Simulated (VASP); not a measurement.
# CdS (Hawleyite) (F-43m) in VASP: further runs, part 2 of 2

VASP 6.6.1.

## 4. Single point, HSE06

Input file POSCAR:

```
CdS
1.0
    0.0000000000      2.9165000000      2.9165000000
    2.9165000000      0.0000000000      2.9165000000
    2.9165000000      2.9165000000      0.0000000000
Cd S
1 1
Direct
    0.0000000000      0.0000000000      0.0000000000
    0.7500000000      0.7500000000      0.7500000000
```

Input file INCAR.step1:

```
SYSTEM = CdS
  ALGO = Normal
  EDIFF = 1E-5
  ENCUT = 400
  GGA = PE
  ISIF = 2
  ISMEAR = 0
  LASPH = .TRUE.
  LCHARG = .FALSE.
  LREAL = .FALSE.
  LWAVE = .TRUE.
  NBANDS = 17
  NELM = 100
  NKRED = 1
  PREC = Accurate
  SIGMA = 0.01
```

Input file INCAR.step2:

```
SYSTEM = CdS
  ALGO = Normal
  EDIFF = 1E-6
  ENCUT = 400
  GGA = PE
  HFSCREEN = 0.2
  ISIF = 2
  ISMEAR = 0
  ISTART = 1
  LASPH = .TRUE.
  LCHARG = .FALSE.
  LHFCALC = .TRUE.
  LREAL = .FALSE.
  LWAVE = .FALSE.
  NBANDS = 17
  NELM = 100
  NKRED = 1
  PREC = Accurate
  PRECFOCK = Fast
  SIGMA = 0.01
```

Input file KPOINTS:

```
k-points
0
G
  5 5 5
  0 0 0
```

Potentials or basis: VASP PAW PBE potentials, release 64 (Cd, S).

The run is started by

```console
$ cat potpaw_PBE.64/Cd/POTCAR potpaw_PBE.64/S/POTCAR > POTCAR
$ cp INCAR.step1 INCAR
$ mpirun -np 1 vasp_std > vasp.out
$ cp INCAR.step2 INCAR
$ mpirun -np 1 vasp_std > vasp.out
```

OUTCAR:

```text
SYSTEM = CdS
   EDIFF = 1E-6
   ENCUT = 400
   GGA = PE
   HFSCREEN = 0.2
   ISIF = 2
   ISMEAR = 0
   ISTART = 1
   LASPH = .TRUE.
   LHFCALC = .TRUE.
   LREAL = .FALSE.
   NELM = 100
   NKRED = 1
   PREC = Accurate
   PRECFOCK = Fast

 Found     10 irreducible k-points:

 Following reciprocal coordinates:
            Coordinates               Weight
  0.000000  0.000000  0.000000      1.000000
  0.200000  0.000000  0.000000      8.000000
  0.400000  0.000000  0.000000      8.000000
  0.200000  0.200000  0.000000      6.000000
  0.400000  0.200000  0.000000     24.000000
 -0.400000  0.200000  0.000000     24.000000
   k-points           NKPTS =     10   k-points in BZ     NKDIM =    125   number of bands    NBANDS=     17
   number of dos      NEDOS =    301   number of ions     NIONS =      2
   total plane-waves  NPLWV =  21952
   dimension x,y,z NGX =    28 NGY =   28 NGZ =   28
   dimension x,y,z NGXF=    56 NGYF=   56 NGZF=   56
   ions per type =               1   1
   NGX,Y,Z   is equivalent  to a cutoff of  11.29, 11.29, 11.29 a.u.
   NGXF,Y,Z  is equivalent  to a cutoff of  22.57, 22.57, 22.57 a.u.
 SYSTEM =  CdS
   PREC   = accura    normal or accurate (medium, high low for compatibility)
   ISTART =      1    job   : 0-new  1-cont  2-samecut
   ICHARG =      0    charge: 1-file 2-atom 10-const
   ISPIN  =      1    spin polarized calculation?
   LNONCOLLINEAR =      F non collinear calculations
   LSORBIT =      F    spin-orbit coupling
   LASPH  =      T    aspherical Exc in radial PAW
   ENCUT  =  400.0 eV  29.40 Ry    5.42 a.u.   6.73  6.73  6.73*2*pi/ulx,y,z
   NELM   =    100;   NELMIN=  2; NELMDL=  0     # of ELM steps
   EDIFF  = 0.1E-05   stopping-criterion for ELM
   LREAL  =      F    real-space projection
   EDIFFG = 0.1E-04   stopping-criterion for IOM
   NSW    =      0    number of steps for IOM
   IBRION =     -1    ionic relax: 0-MD 1-quasi-New 2-CG
   NFREE  =      0    steps in history (QN), initial steepest desc. (CG)
   ISIF   =      2    stress and relaxation
   ISYM   =      3    0-nonsym 1-usesym 2-fastsym
   POTIM  = 0.5000    time-step for ionic-motion
   TEBEG  =    0.0;   TEEND  =   0.0 temperature during run
   PSTRESS=    0.0 pullay stress
   NELECT =      18.0000    total number of electrons
   NUPDOWN=      -1.0000    fix difference up-down
   EMIN   =  10.00;   EMAX   =-10.00  energy-range for DOS
   EFERMI =   0.00;   METHOD = LEGACY
   ISMEAR =     0;   SIGMA  =   0.01  broadening in eV -4-tet -1-fermi 0-gaus
   EFERMI_NEDOS =   21; number of points for ismear=-14 and -15
   IALGO  =     38    algorithm
   IMIX   =      1    mixing-type and parameters
     AMIX     =   0.40;   BMIX     =  1.00
     AMIX_MAG =   1.60;   BMIX_MAG =  1.00
  volume/ion in A,a.u.               =      24.81       167.41
  Fermi-wavevector in a.u.,A,eV,Ry     =   1.167599  2.206442 18.548649  1.363287
  Thomas-Fermi vector in A             =   2.304097
   LORBIT       =      0    0 simple, 1 ext, 2 COOP (PROOUT), +10 PAW based schemes
   GGA     = PE    functional components
   LHFCALC =     T    Hartree Fock is set to
   PRECFOCK=fast      Normal, Fast or Accurate (Low or Medium for compatibility)
   ENCUT4O =  -1.0   cutoff for four orbital integrals eV
   NKREDX  =     1    reduce k-point grid by
   NKREDY  =     1    reduce k-point grid by
   NKREDZ  =     1    reduce k-point grid by
   AEXX    =    0.2500 exact exchange contribution
   HFSCREEN=    0.2000 screening length (either q_TF or 0.3 A-1)
   HFSCREENC=   0.2000 screening length for correlation (either q_TF or 0.3 A-1)
   ENCUTFOCK=  -1.0 apply spherical cutoff to Coloumb kernel
   IVDW    =     0    specifies the selected vdW correction
   LEPSILON=     F    determine dielectric tensor
   LRPA    =     F    only Hartree local field effects (RPA)
 non-spin polarized calculation
 Gauss-broadening in eV      SIGMA  =   0.01
  energy-cutoff  :      400.00
  volume of cell :       49.62
 maximum number of plane-waves:       914
  NGX = 16; NGY = 16; NGZ = 16

 number of electron      17.9999988 magnetization

 Free energy of the ion-electron system (eV)
  ---------------------------------------------------
  ext. energy  EPLUGINS =         0.00000000
  ---------------------------------------------------
  free energy    TOTEN  =        -7.62241544 eV

  energy without entropy =       -7.62241544  energy(sigma->0) =       -7.62241544

 E-fermi :   0.7445     XC(G=0):  -7.5788

 val. band max:        0.6558939527   @ k =   0.0000   0.0000   0.0000
 cond. band min:       2.8448173722   @ k =   0.0000   0.0000   0.0000
 fundamental gap:      2.1889234195
 Fermi energy:         0.7444803936

 k-point     1 :       0.0000    0.0000    0.0000
  band No.  band energies     occupation
      1     -12.9106      2.00000
      2      -8.2013      2.00000
      3      -8.2013      2.00000
      4      -8.2013      2.00000
      5      -7.7161      2.00000
      6      -7.7161      2.00000
[... 9 lines left out ...]
     16      13.4745      0.00000
     17      15.2341      0.00000

 k-point     2 :       0.2000    0.0000    0.0000
  band No.  band energies     occupation
      1     -12.7524      2.00000
      2      -8.1502      2.00000
      3      -8.1502      2.00000
      4      -8.0319      2.00000
      5      -7.7167      2.00000
      6      -7.7167      2.00000
[... 9 lines left out ...]
     16      13.4723      0.00000
     17      16.0856      0.00000

 k-point     3 :       0.4000    0.0000    0.0000
  band No.  band energies     occupation
      1     -12.4988      2.00000
      2      -8.0868      2.00000
      3      -8.0868      2.00000
      4      -7.6903      2.00000
      5      -7.6903      2.00000
      6      -7.4737      2.00000
[... 9 lines left out ...]
     16      13.7935      0.00000
     17      16.9747      0.00000

 k-point     4 :       0.2000    0.2000    0.0000
  band No.  band energies     occupation
      1     -12.7007      2.00000
      2      -8.0937      2.00000
      3      -8.0937      2.00000
      4      -8.0608      2.00000
      5      -7.7418      2.00000
      6      -7.6882      2.00000
[... 9 lines left out ...]
     16      16.1608      0.00000
     17      16.4893      0.00000

 k-point     5 :       0.4000    0.2000    0.0000
  band No.  band energies     occupation
      1     -12.4822      2.00000
      2      -8.0505      2.00000
      3      -8.0111      2.00000
      4      -7.8257      2.00000
      5      -7.6678      2.00000
      6      -7.5252      2.00000
[... 9 lines left out ...]
     16      15.3431      0.00000
     17      16.9663      0.00000

 k-point     6 :      -0.4000    0.2000    0.0000
  band No.  band energies     occupation
      1     -12.4012      2.00000
      2      -8.0429      2.00000
      3      -8.0100      2.00000
      4      -7.7322      2.00000
      5      -7.6960      2.00000
      6      -7.2076      2.00000
[... 9 lines left out ...]
     16      15.1044      0.00000
     17      16.5060      0.00000

 [... further k-points ...]

------------------------ aborting loop because EDIFF is reached ----------------------------------------

  FORCE on cell =-STRESS in cart. coord.  units (eV):
  Direction    XX          YY          ZZ          XY          YZ          ZX
  --------------------------------------------------------------------------------------
  -------------------------------------------------------------------------------------
  Total        0.4864783      0.4864783      0.4864783      0.0000000      0.0000000     -0.0000000
  in kB       15.7093464     15.7093464     15.7093464      0.0000000      0.0000000     -0.0000000
  external PRESSURE =      15.7093464 kB  Pullay stress =       0.0000000 kB

 VOLUME and BASIS-vectors are now :
 -----------------------------------------------------------------------------
  energy-cutoff  :      400.00
  volume of cell :       49.62
      direct lattice vectors                 reciprocal lattice vectors
     0.000000000  2.916500000  2.916500000    -0.171438368  0.171438368  0.171438368
     2.916500000  0.000000000  2.916500000     0.171438368 -0.171438368  0.171438368
     2.916500000  2.916500000  0.000000000     0.171438368  0.171438368 -0.171438368

 POSITION                                       TOTAL-FORCE (eV/Angst)
 -----------------------------------------------------------------------------------
      0.00000      0.00000      0.00000        -0.000000     -0.000000     -0.000000
      4.37475      4.37475      4.37475         0.000000      0.000000      0.000000
 -----------------------------------------------------------------------------------
    total drift:                               -0.000100     -0.000087     -0.000056

  FREE ENERGIE OF THE ION-ELECTRON SYSTEM (eV)
  ---------------------------------------------------
  free  energy   TOTEN  =        -7.6224154408 eV

  energy  without entropy=       -7.6224154408  energy(sigma->0) =       -7.62241544
```

Wall time 4.8 min (1 thread of Intel Xeon Platinum 8375C at 2.90GHz (Ice Lake), shared host); peak memory 0.26 GiB.

These settings aren't checked as converged: the numbers below hold their error.

What came out:

* Free energy: -7.6224 eV
* Pressure: 1.6 GPa
* Band gap on the k mesh: 2.19 eV, direct

Caveat: the PAW data sets were made with another functional, which shifts forces and pressure a little.

## 5. Single point, HSE06

POSCAR is that of step 4.

INCAR.step1: that of step 4 with these lines changed.

```diff
@@ -3,3 +3,3 @@
   EDIFF = 1E-5
-  ENCUT = 400
+  ENCUT = 340
   GGA = PE
```

INCAR.step2: that of step 4 with these lines changed.

```diff
@@ -3,3 +3,3 @@
   EDIFF = 1E-6
-  ENCUT = 400
+  ENCUT = 340
   GGA = PE
```

Input file KPOINTS:

```
k-points
0
G
  6 6 6
  0 0 0
```

The run is started by

```console
$ cat potpaw_PBE.64/Cd/POTCAR potpaw_PBE.64/S/POTCAR > POTCAR
$ cp INCAR.step1 INCAR
$ mpirun -np 1 vasp_std > vasp.out
$ cp INCAR.step2 INCAR
$ mpirun -np 1 vasp_std > vasp.out
```

Wall time 9.5 min (1 thread of Intel Xeon Platinum 8375C at 2.90GHz (Ice Lake), shared host); peak memory 0.26 GiB.

These settings aren't checked as converged: the numbers below hold their error.

Results:

- Free energy: -7.6185 eV
- Pressure: 1.6 GPa
- Band gap on the k mesh: 2.18 eV, direct

Caveat: the cutoff is under 1.25 times the usual one of these potentials, so pressure, stress and relaxed cells hold a basis-set (Pulay) error; the PAW data sets were made with another functional, which shifts forces and pressure a little.

## 6. Single point, HSE06

POSCAR is that of step 5.

INCAR.step1: that of step 5 with these lines changed.

```diff
@@ -3,3 +3,3 @@
   EDIFF = 1E-5
-  ENCUT = 340
+  ENCUT = 400
   GGA = PE
@@ -13,3 +13,3 @@
   NELM = 100
-  NKRED = 1
+  NKRED = 2
   PREC = Accurate
```

INCAR.step2: that of step 5 with these lines changed.

```diff
@@ -3,3 +3,3 @@
   EDIFF = 1E-6
-  ENCUT = 340
+  ENCUT = 400
   GGA = PE
@@ -16,3 +16,3 @@
   NELM = 100
-  NKRED = 1
+  NKRED = 2
   PREC = Accurate
```

KPOINTS is that of step 5.

Potentials or basis: VASP PAW PBE potentials, release 64 (Cd, S).

The run is started by

```console
$ cat potpaw_PBE.64/Cd/POTCAR potpaw_PBE.64/S/POTCAR > POTCAR
$ cp INCAR.step1 INCAR
$ mpirun -np 1 vasp_std > vasp.out
$ cp INCAR.step2 INCAR
$ mpirun -np 1 vasp_std > vasp.out
```

Run time: 2.3 min. Hardware: 1 thread of Intel Xeon Platinum 8375C at 2.90GHz (Ice Lake), shared host; peak memory 0.26 GiB.

These settings aren't checked as converged: the numbers below hold their error.

What came out:

| Item | Value |
| --- | --- |
| Free energy | -7.6357 eV |
| Pressure | 1.5 GPa |
| Band gap on the k mesh | 2.29 eV, direct |

Caveat: the PAW data sets were made with another functional, which shifts forces and pressure a little.

## 7. For comparison

An earlier run on the cell as given: functional PBE; potentials or basis VASP PAW PBE potentials, release 64 (Cd, S); cutoff 520 eV; k mesh 8 × 8 × 8; occupations fermi-dirac, width 0.05 eV; no spin polarisation.

- Pressure: 3.2 GPa
- Band gap on the k mesh: 1.15 eV, direct
